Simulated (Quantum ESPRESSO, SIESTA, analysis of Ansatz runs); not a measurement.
# H_P in BP (F-43m): levels and formation energies (SIESTA), part 2 of 3

Question: at which Fermi levels does H_P in BP (F-43m) change its charge? Model: a cell of 54 host atoms with 1 P taken out and 1 H put in.

SIESTA 5.4.2; SIESTA numerical-orbital DFT, PBEsol, DZP basis, PseudoDojo 0.4.1 potentials converted to PSML; charged supercells in a uniform background, point-charge correction with alignment at far sites.

So far. Step 2 (Band edges): The gap at this level is 1.15 eV.

**3. Relaxing each charge state**

Level of this step: SIESTA numerical-orbital DFT, PBEsol, DZP basis, PseudoDojo 0.4.1 potentials converted to PSML; relaxation of all atoms of a defect supercell at fixed charge in a uniform background (SIESTA).

Each state starts from the atoms near the defect displaced at random, so that no symmetry of the ideal site is imposed. An odd electron count needs spin polarisation, and the total moment is held fixed to keep the state apart from its neighbours in spin. Charge +1 is shown in full.

File defect.fdf:

```
SystemName                      B27P26H
SystemLabel                     defect
NumberOfSpecies                 3
NumberOfAtoms                   54
%block ChemicalSpeciesLabel
  1    5 B
  2   15 P
  3    1 H
%endblock ChemicalSpeciesLabel
LatticeConstant                 1.0 Ang
%block LatticeVectors
    -0.000009000     6.831351000     6.831351000
     6.831351000    -0.000009000     6.831351000
     6.831351000     6.831351000    -0.000009000
%endblock LatticeVectors
AtomicCoordinatesFormat         Fractional
%block AtomicCoordinatesAndAtomicSpecies
    -0.000001244    -0.000001244    -0.000001244  1
     0.250001226     0.250001226     0.250001226  2
    -0.003930282     0.002542653     0.337942726  1
     0.256088449     0.248662590     0.582273621  2
    -0.003323350    -0.001904411     0.672831953  1
     0.252607411     0.254451789     0.912121685  2
     0.005111251     0.331745121    -0.004821765  1
     0.256066665     0.580254609     0.249699765  2
    -0.000001244     0.333332089     0.333332089  1
     0.244332723     0.586674747     0.586444377  3
     0.002655196     0.327288986     0.666899296  1
     0.251859903     0.579481371     0.921744350  2
    -0.004948728     0.666502598    -0.000275305  1
     0.246040721     0.919762522     0.246696960  2
    -0.000986958     0.661208110     0.335538614  1
     0.253174771     0.911410828     0.581759840  2
     0.005238863     0.664688719     0.667938855  1
     0.250001226     0.916667893     0.916667893  2
     0.333332089    -0.000001244    -0.000001244  1
     0.583334559     0.250001226     0.250001226  2
     0.335246534     0.001566202     0.336140151  1
     0.579165724     0.252507805     0.587942383  2
     0.333332089    -0.000001244     0.666665422  1
     0.583334559     0.250001226     0.916667893  2
     0.331401780     0.337288905     0.002993917  1
     0.583502731     0.588041431     0.244440841  2
     0.331209422     0.337699191     0.335916257  1
     0.584716889     0.579506977     0.588681485  2
     0.335342163     0.333163559     0.660855574  1
     0.583334559     0.583334559     0.916667893  2
     0.333332089     0.666665422    -0.000001244  1
     0.583334559     0.916667893     0.250001226  2
     0.339341570     0.666444904     0.331008582  1
     0.583334559     0.916667893     0.583334559  2
     0.331760754     0.661408838     0.669796934  1
     0.583334559     0.916667893     0.916667893  2
     0.666665422    -0.000001244    -0.000001244  1
     0.916667893     0.250001226     0.250001226  2
     0.666665422    -0.000001244     0.333332089  1
     0.916667893     0.250001226     0.583334559  2
     0.666665422    -0.000001244     0.666665422  1
     0.916667893     0.250001226     0.916667893  2
     0.666665422     0.333332089    -0.000001244  1
     0.916667893     0.583334559     0.250001226  2
     0.663033760     0.335185608     0.330016090  1
     0.919147409     0.583553733     0.586661387  2
     0.667655529     0.329182182     0.672142521  1
     0.915964036     0.588582977     0.917152677  2
     0.666665422     0.666665422    -0.000001244  1
     0.916667893     0.916667893     0.250001226  2
     0.671514573     0.667185178     0.327875136  1
     0.910906615     0.916101041     0.586629564  2
     0.666665422     0.666665422     0.666665422  1
     0.916667893     0.916667893     0.916667893  2
%endblock AtomicCoordinatesAndAtomicSpecies
%block kgrid.MonkhorstPack
    2   0   0  0.50
    0   2   0  0.50
    0   0   2  0.50
%endblock kgrid.MonkhorstPack
XC.Functional                   GGA
XC.Authors                      PBEsol
PAO.BasisSize                   DZP
PAO.EnergyShift                 0.005 Ry
Mesh.Cutoff                     300 Ry
NetCharge                       1.0
Spin                            polarized
%block DM.InitSpin
    10   0.200
    17   0.200
    29   0.200
    33   0.200
    35   0.200
%endblock DM.InitSpin
Spin.Fix                        true
Spin.Total                      1.0
OccupationFunction              FD
ElectronicTemperature           0.01 eV
MaxSCFIterations                150
SCF.MustConverge                true
SCF.Mixer.Method                Pulay
SCF.Mixer.Weight                0.1
SCF.Mixer.History               10
SCF.DM.Tolerance                3.0e-4
SCF.H.Tolerance                 3.0e-3 eV
WriteForces                     true
Charge.Mulliken                 end
SaveRho                         true
SaveElectrostaticPotential      true
Charge.Hirshfeld                end
Charge.Voronoi                  end
MD.TypeOfRun                    Broyden
MD.Steps                        90
MD.MaxForceTol                  0.04 eV/Ang
MD.MaxDispl                     0.15 Ang
WriteCoorStep                   true
AtomCoorFormatOut               Fractional
```

On the command line:

```console
OMP_NUM_THREADS=1 siesta defect.fdf > defect.out
```

What it wrote:

```text
Version         : 5.4.2

                           ***********************
                           *  WELCOME TO SIESTA  *
                           ***********************

[...]
reinit: Reading from file defect.fdf

reinit: -----------------------------------------------------------------------
reinit: System Name: B27P26H
reinit: -----------------------------------------------------------------------
reinit: System Label: defect
reinit: -----------------------------------------------------------------------

[...]
initatom: Reading input for the pseudopotentials and atomic orbitals ----------
Species number:   1 Atomic number:    5 Label: B
Species number:   2 Atomic number:   15 Label: P
Species number:   3 Atomic number:    1 Label: H

[... pseudopotential checks and orbital generation ...]

prinput: Basis input

PAO.BasisType split

%block ChemicalSpeciesLabel
    1    5 B                       # Species index, atomic number, species label
    2   15 P                       # Species index, atomic number, species label
    3    1 H                       # Species index, atomic number, species label
%endblock ChemicalSpeciesLabel

%block PAO.Basis                 # Define Basis set
# WARNING: This information might be incomplete!
B                     2                    # Species label, number of l-shells
 n=2   0   2                         # n, l, Nzeta
   5.715      3.824
   1.000      1.000
 n=2   1   2 P   1                   # n, l, Nzeta, Polarization, NzetaPol
   7.067      4.748
   1.000      1.000
P                     2                    # Species label, number of l-shells
 n=3   0   2                         # n, l, Nzeta
   5.233      3.525
   1.000      1.000
 n=3   1   2 P   1                   # n, l, Nzeta, Polarization, NzetaPol
   6.628      4.520
   1.000      1.000
H                     1                    # Species label, number of l-shells
 n=1   0   2 P   1                   # n, l, Nzeta, Polarization, NzetaPol
   5.796      3.744
   1.000      1.000
%endblock PAO.Basis

prinput: ----------------------------------------------------------------------

coor:   Atomic-coordinates input format  =     Fractional

[...]
siesta: System type = bulk

initatomlists: Number of atoms, orbitals, and projectors:     54   694   689

[... echo of the settings ...]

siesta: k-grid: Number of k-points = 4
siesta: k-points from Monkhorst-Pack grid
siesta: k-cutoff (effective) =     9.661 Ang
siesta: k-point supercell and displacements
siesta: k-grid:     2     0     0      0.500
siesta: k-grid:     0     2     0      0.500
siesta: k-grid:     0     0     2      0.500

diag: Algorithm                                     = D&C
diag: Absolute tolerance                            =  0.100E-15
diag: Orthogonalization factor                      =  0.100E-05

superc: Internal auxiliary supercell:     3 x     3 x     3  =      27
superc: Number of atoms, orbitals, and projectors:   1458  18738  18603

                     ====================================
                        Begin Broyden opt. move =      0
                     ====================================

[...]
superc: Internal auxiliary supercell:     3 x     3 x     3  =      27
superc: Number of atoms, orbitals, and projectors:   1458  18738  18603

outcell: Unit cell vectors (Ang):
       -0.000009    6.831351    6.831351
        6.831351   -0.000009    6.831351
        6.831351    6.831351   -0.000009

outcell: Cell vector modules (Ang)   :    9.660989    9.660989    9.660989
outcell: Cell angles (23,13,12) (deg):     60.0001     60.0001     60.0001
outcell: Cell volume (Ang**3)        :    637.6034
[...]
Initializing Density Matrix...

[...]
DM filled with atomic data (user-defined):
Note: For starting DM, Qtot, Tr[D*S] =        211.00000000        212.00000000

InitMesh: MESH = 90 x 90 x 90 = 729000
InitMesh: Mesh cutoff (required, used) =   300.000   359.778 Ry

[...]
iscf     Eharris(eV)        E_KS(eV)     FreeEng(eV)     dDmax     Ef_up Ef_dn(eV) dHmax(eV)
   scf:    1    -6925.907743    -7061.239335    -7061.239343  0.919490 -5.217035 -5.936380  3.464558
[...]
scf:    2    -6929.204884    -7027.374888    -7027.382668  0.120797 -5.611824 -5.730815 18.643716
[...]
scf:    3    -7070.657323    -7071.225700    -7071.225703  0.101143 -5.276015 -5.930439  1.394955
[...]
scf:    4    -7074.744701    -7073.693534    -7073.693536  0.024868 -5.254083 -5.765292  0.965043
[...]
scf:    5    -7073.853142    -7073.823401    -7073.823403  0.009263 -5.139425 -5.656588  0.313910
[...]
scf:    6    -7073.909742    -7073.874870    -7073.874872  0.003250 -5.151902 -5.639444  0.269381
[...]
scf:    7    -7073.893787    -7073.885101    -7073.885103  0.004485 -5.136186 -5.600554  0.182698
[...]
scf:    8    -7073.888762    -7073.887179    -7073.887181  0.000948 -5.137843 -5.594776  0.102603
[...]
scf:    9    -7073.888333    -7073.887777    -7073.887779  0.000767 -5.139426 -5.588899  0.047191
[...]
scf:   10    -7073.888257    -7073.888017    -7073.888019  0.000548 -5.143804 -5.586428  0.033094
[...]
spin moment: {S} , |S| = {        0.0        0.0    1.00000 }     1.00000

SCF Convergence by DM+H criterion
[...]
====================================

[...]
Re-using DM from previous geometries...
Number of DMs in history: 1
 DM extrapolation coefficients:
1   1.00000
New DM after history re-use:

[...]
iscf     Eharris(eV)        E_KS(eV)     FreeEng(eV)     dDmax     Ef_up Ef_dn(eV) dHmax(eV)
   scf:    1    -7075.024080    -7075.019761    -7075.019761  0.000391 -4.827730 -5.354494  0.019222
[...]
scf:    2    -7075.017627    -7075.019131    -7075.019131  0.000219 -4.832553 -5.359470  0.066000
[...]
scf:    3    -7075.019956    -7075.019815    -7075.019815  0.000171 -4.828763 -5.357166  0.001983
     spin moment: {S} , |S| = {        0.0        0.0    1.00000 }     1.00000

SCF Convergence by DM+H criterion
[...]
SCF cycle converged after 3 iterations

[...]
siesta: E_KS(eV) =            -7075.0198

siesta: Atomic forces (eV/Ang):
     1   -0.001244   -0.005412    0.000786
     2    0.000335   -0.002712    0.002932
     3    0.000595    0.002543   -0.000758
     4    0.002541    0.002952    0.002806
     5    0.002058   -0.000078    0.002298
     6    0.000903    0.001725   -0.003633
     7   -0.001886   -0.002413   -0.001908
     8   -0.001910   -0.004048   -0.000298
     9   -0.001628   -0.002202    0.002529
    10   -0.003444    0.033659   -0.026158
[...]
50   -0.000451   -0.002572    0.001065
    51   -0.000436   -0.002147   -0.001409
    52    0.003091    0.002942   -0.001034
    53    0.006665    0.002016   -0.002782
    54   -0.002094   -0.001045    0.001034
   Tot   -0.000511   -0.000621   -0.000506
   Max    0.033659
   Res    0.004445    sqrt( Sum f_i^2 / 3N )
   Max    0.033659    constrained

Stress tensor Voigt[x,y,z,yz,xz,xy] (kbar):        1.37        1.33        1.34        1.82        2.11        1.65
[...]
outcoor: Relaxed atomic coordinates (fractional):
   -0.00011507   -0.00006506    0.00053573   1       1  B
    0.24995674    0.24978454    0.25045418   2       2  P
   -0.00045735    0.00024199    0.33306688   1       3  B
    0.24867338    0.25259019    0.58215734   2       4  P
   -0.00033505   -0.00006662    0.66797574   1       5  B
    0.24872819    0.25289187    0.91692299   2       6  P
   -0.00034415    0.33279250    0.00059287   1       7  B
    0.24871784    0.58163004    0.25302446   2       8  P
    0.00018977    0.33310897    0.33380615   1       9  B
    0.25131397    0.58288918    0.58551618   3      10  H
   -0.00040202    0.33250604    0.66793208   1      11  B
    0.24884076    0.58177658    0.91713798   2      12  P
   -0.00031646    0.66737805    0.00069503   1      13  B
    0.24859981    0.91692754    0.25288143   2      14  P
   -0.00035396    0.66732332    0.33314598   1      15  B
    0.24878986    0.91631821    0.58239157   2      16  P
   -0.01372575    0.67115787    0.67159167   1      17  B
    0.24959201    0.91669516    0.91710846   2      18  P
    0.33400317   -0.00042866   -0.00048675   1      19  B
    0.58377439    0.24965624    0.25011557   2      20  P
[...]
0.58354264    0.25280787    0.58213565   2      22  P
[...]
0.66715553    0.33282481    0.33303264   1      45  B
    0.91960954    0.58157834    0.58220093   2      46  P
    0.66712457    0.33263993    0.66793498   1      47  B
    0.91952189    0.58188070    0.91712113   2      48  P
    0.66616312    0.66732696   -0.00041372   1      49  B
    0.91662738    0.91662963    0.25016582   2      50  P
    0.66707142    0.66741579    0.33325440   1      51  B
    0.91950342    0.91671977    0.58214628   2      52  P
    0.66635947    0.66706763    0.66747067   1      53  B
    0.91656554    0.91667330    0.91730461   2      54  P

[...]
siesta: Final energy (eV):
siesta:  Band Struct. =   -2519.999630
siesta:       Kinetic =    3242.936323
siesta:       Hartree =     495.418674
[...]
siesta:         Exch. =   -2069.958772
siesta:         Corr. =    -281.570323
[...]
siesta:   Exch.-corr. =   -2351.529095
siesta:  Ion-electron =   -4097.065179
siesta:       Ion-ion =   -4364.780538
[...]
siesta:         Total =   -7075.019815
siesta:      Fermi_up =      -4.828763
siesta:      Fermi_dn =      -5.357166

siesta: Stress tensor (static) (eV/Ang**3):
siesta:     0.000853    0.001027    0.001319
siesta:     0.001027    0.000833    0.001139
siesta:     0.001319    0.001139    0.000837

siesta: Cell volume =        637.603445 Ang**3

siesta: Pressure (static):
siesta:                Solid            Molecule  Units
siesta:          -0.00000916         -0.00000993  Ry/Bohr**3
siesta:          -0.00084104         -0.00091172  eV/Ang**3
siesta:          -1.34749178         -1.46073750  kBar

[...]
mulliken: Qtot =      106.000

[...]
mulliken: Qtot =      105.000

Mulliken Atomic Populations:
Atom #   charge [q] valence [e]      Sz [e]  Species
     1    -0.467061    3.467061    0.002468  B
     2     0.493341    4.506659   -0.001456  P
     3    -0.463957    3.463957    0.002203  B
     4     0.523490    4.476510    0.012887  P
     5    -0.464528    3.464528    0.001551  B
     6     0.521911    4.478089    0.011819  P
     7    -0.463811    3.463811    0.002096  B
     8     0.524404    4.475596    0.012991  P
     9    -0.490183    3.490183    0.001054  B
    10    -0.115216    1.115216    0.001399  H
    11    -0.464062    3.464062    0.001016  B
    12     0.523779    4.476221    0.012962  P
    13    -0.464535    3.464535    0.001551  B
    14     0.522579    4.477421    0.012047  P
    15    -0.464078    3.464078    0.001129  B
    16     0.523559    4.476441    0.012956  P
    17    -0.399682    3.399682    0.180598  B
    18     0.498975    4.501025   -0.002654  P
    19    -0.432245    3.432245    0.017373  B
    20     0.498394    4.501606   -0.000091  P
[...]
22     0.521609    4.478391    0.011799  P
[...]
45    -0.463847    3.463847    0.002135  B
    46     0.524116    4.475884    0.012955  P
    47    -0.464596    3.464596    0.001526  B
    48     0.522084    4.477916    0.011964  P
    49    -0.431815    3.431815    0.017477  B
    50     0.498500    4.501500   -0.000114  P
    51    -0.464611    3.464611    0.001573  B
    52     0.521965    4.478035    0.011951  P
    53    -0.431354    3.431354    0.019516  B
    54     0.498129    4.501871    0.000061  P
 Total     1.000000                1.000000

[...]
Job completed
```

Wall time 1.7 h (1 MPI rank of Arm Neoverse V2, shared host); peak memory 1.3 GiB.

The steps and moves of this run count from the displaced start.

Step by step:

| step | energy less that of the first step (eV) | largest force (eV/Å) |
| --- | --- | --- |
| 0 | 0.0000 | 1.9050 |
| 1 | -0.8233 | 0.8921 |
| 2 | -1.0156 | 0.6191 |
| 3 | -1.0791 | 0.4301 |
| 4 | -1.1193 | 0.3119 |
| 5 | -1.1476 | 0.3995 |
| 6 | -1.1576 | 0.4511 |
| 7 | -1.1459 | 0.3563 |
| 8 | -1.1315 | 0.1498 |
| 9 | -1.1305 | 0.1113 |
| 10 | -1.1319 | 0.1234 |
| 11 | -1.1324 | 0.1293 |
| 12 | -1.1315 | 0.1169 |
| 13 | -1.1301 | 0.0900 |
| 14 | -1.1298 | 0.0693 |
| 15 | -1.1306 | 0.0539 |
| 16 | -1.1314 | 0.0502 |
| 17 | -1.1317 | 0.0536 |
| 18 | -1.1318 | 0.0569 |
| 19 | -1.1317 | 0.0545 |
| 20 | -1.1315 | 0.0428 |

The atoms that moved most (Å):

| atom | dx | dy | dz | length |
| --- | --- | --- | --- | --- |
| B17 | 0.069 | -0.105 | -0.085 | 0.152 |
| B35 | 0.077 | 0.056 | 0.107 | 0.143 |
| B29 | -0.017 | 0.087 | -0.071 | 0.114 |
| B33 | -0.047 | -0.089 | 0.028 | 0.104 |
| P52 | -0.026 | 0.028 | 0.063 | 0.074 |
| P26 | 0.016 | 0.059 | -0.041 | 0.074 |
| P14 | 0.023 | 0.060 | -0.002 | 0.064 |
| P4 | 0.026 | -0.051 | -0.024 | 0.062 |

Neighbours of H10 at the end:

| atom | distance (Å) |
| --- | --- |
| B35 | 2.057 |
| B29 | 2.071 |
| B17 | 2.091 |
| B33 | 2.102 |
| P12 | 3.187 |
| P28 | 3.190 |
| P16 | 3.194 |
| P6 | 3.195 |
| P22 | 3.199 |
| P48 | 3.205 |
| P26 | 3.212 |
| P52 | 3.215 |
| P4 | 3.220 |
| P14 | 3.220 |
| P46 | 3.227 |
| P8 | 3.231 |

Energies on the run's own zero. States near gap, by row:

| spin | k | band | energy (eV) | filled by count |
| --- | --- | --- | --- | --- |
| up | 0 | 102 | -6.706 | 1 |
| up | 0 | 103 | -6.607 | 1 |
| up | 0 | 104 | -5.955 | 1 |
| up | 0 | 105 | -5.955 | 1 |
| up | 0 | 106 | -4.965 | 1 |
| up | 0 | 107 | -4.41 | 0 |
| up | 0 | 108 | -4.406 | 0 |
| up | 0 | 109 | -3.885 | 0 |
| up | 0 | 110 | -3.784 | 0 |
| up | 1 | 102 | -6.847 | 1 |
| up | 1 | 103 | -6.737 | 1 |
| up | 1 | 104 | -6.432 | 1 |
| up | 1 | 105 | -6.216 | 1 |
| up | 1 | 106 | -5.441 | 1 |
| up | 1 | 107 | -4.682 | 0 |
| up | 1 | 108 | -4.542 | 0 |
| up | 1 | 109 | -3.926 | 0 |
| up | 1 | 110 | -3.146 | 0 |
| down | 0 | 101 | -6.687 | 1 |
| down | 0 | 102 | -6.687 | 1 |
| down | 0 | 103 | -6.581 | 1 |
| down | 0 | 104 | -5.921 | 1 |
| down | 0 | 105 | -5.921 | 1 |
| down | 0 | 106 | -4.616 | 0 |
| down | 0 | 107 | -4.079 | 0 |
| down | 0 | 108 | -4.072 | 0 |
| down | 0 | 109 | -3.857 | 0 |
| down | 1 | 101 | -7.042 | 1 |
| down | 1 | 102 | -6.831 | 1 |
| down | 1 | 103 | -6.723 | 1 |
| down | 1 | 104 | -6.391 | 1 |
| down | 1 | 105 | -6.192 | 1 |
| down | 1 | 106 | -5.056 | 0 |
| down | 1 | 107 | -4.326 | 0 |
| down | 1 | 108 | -4.175 | 0 |
| down | 1 | 109 | -3.907 | 0 |

Spin density in the ac plane at fractional y = 0.583, through the centre, with atoms of P and H within 0.45 Å of it.

Values in units of 1e-2 e/Å³, 13 rows by 16 columns, each cell a mean:
```
 0.0  0.0  0.0  0.0  0.2  0.2  0.2  0.0  0.0  0.0  0.0  0.1  0.1 -0.1  0.0  0.1
-0.1  0.0  0.0 -0.1 -0.1  0.1  0.1  0.0  0.0  0.0  0.0  0.0  0.0  0.2  0.2 -0.2
 0.6  0.5  0.2  0.4  0.6  0.3  0.3  0.2  0.0  0.0  0.0  0.0  0.0  0.3  0.3 -0.1
 2.7  3.1  0.9  0.6  2.4  3.2  0.8  0.3  0.2  0.0  0.3  0.4  0.1  0.2  0.3  0.3
 2.0  4.1  1.8 -0.2  0.8  3.7  3.0  0.4  0.0  0.1  0.4  0.9  0.6  0.1  0.2  0.0
 0.2  1.1  1.0 -0.3 -1.3  0.5  1.2  0.6 -0.1  0.0  0.2  0.3  0.4  0.3  0.1 -0.1
 0.0  0.1  0.3  0.5  1.2  1.3  0.6  0.2  0.0  0.0  0.0  0.0  0.0  0.0  0.0  0.0
 0.1  0.0  0.0  0.5  2.3  4.5  2.7  0.6  0.0  0.0  0.1  0.0  0.0  0.0  0.0  0.0
 0.0  0.1  0.0 -0.1  0.3  1.6  1.7  0.4 -0.2  0.0  0.1  0.1  0.0  0.0  0.0  0.0
 0.0  0.0  0.0  0.0  0.0  0.1  0.3  0.1  0.0  0.0  0.0  0.0  0.0  0.0  0.0  0.0
 0.0  0.0  0.0  0.2  0.2  0.1  0.2  0.3  0.3  0.0  0.0  0.1  0.0  0.0  0.0  0.0
 0.0  0.0  0.0  0.2  0.6  0.4  0.1  0.0  0.0  0.0  0.3  0.7  0.3  0.0  0.0  0.0
 0.1  0.0  0.0  0.1  0.6  0.9  0.3  0.0  0.0  0.0  0.2  0.9  0.6  0.1  0.0  0.1
```
Columns run along a (9.7 Å), rows up along c (9.7 Å). Atoms in or near the plane, at fractional coordinates: P at (0.25, 0.25), H at (0.25, 0.59), P at (0.25, 0.92), P at (0.58, 0.25), P at (0.58, 0.58), P at (0.58, 0.92), P at (0.92, 0.25), P at (0.92, 0.58), P at (0.92, 0.92).

(Part 2 of 3 ends here.)

[Logs are printed without paths, hosts, clocks, repeated set-up lines and the standing remarks that a program may print on its own settings, such as how far it seeks lower states.]

[Hosts, paths, dates, database ids (printed as entryN), source tags and the programs' standing remarks are cut or masked in the printed files.]

[For some hosts the program warned that the k-mesh of the response run may be too coarse for force constants and the static dielectric constant; such warnings are not shown here.]

[Charge tables in the logs are Mulliken or Hirshfeld populations, whose sizes and signs can differ; where basis functions stand at a vacancy, SIESTA counts their charge against the missing atom's valence.]

[In relaxation paths of CP2K, step 0 can be the structure after the first move, since the trajectory file begins there, and the last row can be the final structure solved once more.]
